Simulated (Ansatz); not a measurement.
Crystal: PbS (Galena).

```xyz
2
Lattice="0.0000 2.9657 2.9657 2.9657 0.0000 2.9657 2.9657 2.9657 0.0000" Properties=species:S:1:pos:R:3 pbc="T T T"
Pb    0.0000    0.0000    0.0000
S     2.9657    2.9657    2.9657
```

- Program: Ansatz 0.2.0
- Task: relaxation of cell and atoms
- Functional: LDA
- Potentials or basis: Ansatz PAW
- Cutoff: 420 eV (not typed: the program's choice for these potentials)
- k mesh: 8 × 8 × 8
- Occupations: fermi-dirac, width 0.05 eV
- Spin: no spin polarisation

At the start: volume 26.09 Å³/atom.

Question: How do energy, volume and symmetry change on relaxing?

Answer: It ends after 5 steps and the volume is 24.95 Å³/atom (-4.4 %); space group Fm-3m (No. 225, to 0.05 Å).

Step by step:
```
step  energy change (eV)  largest force (eV/Å)  volume (Å³)
   1              0.0000                0.0000        52.17
   2             -0.0120                0.0000        48.53
   3             -0.0194                0.0000        49.98
   4             -0.0195                0.0000        49.89
   5             -0.0193                0.0000        49.89
```

Final structure:
```cif
data_structure
_symmetry_space_group_name_H-M 'P 1'
_symmetry_Int_Tables_number 1
_cell_length_a 4.1322
_cell_length_b 4.1322
_cell_length_c 4.1322
_cell_angle_alpha 60.000
_cell_angle_beta 60.000
_cell_angle_gamma 60.000
_cell_volume 49.89
loop_
_atom_site_label
_atom_site_type_symbol
_atom_site_fract_x
_atom_site_fract_y
_atom_site_fract_z
_atom_site_occupancy
Pb1 Pb 0.00000 0.00000 0.00000 1
S1 S 0.50000 0.50000 0.50000 1
```

Caveat: the plane-wave basis is chosen anew once the cell has moved, so the energies of steps on either side of that aren't comparable; the PAW data sets come from PBE, with cores solved anew for the run's functional, which leaves a small shift of forces and pressure.
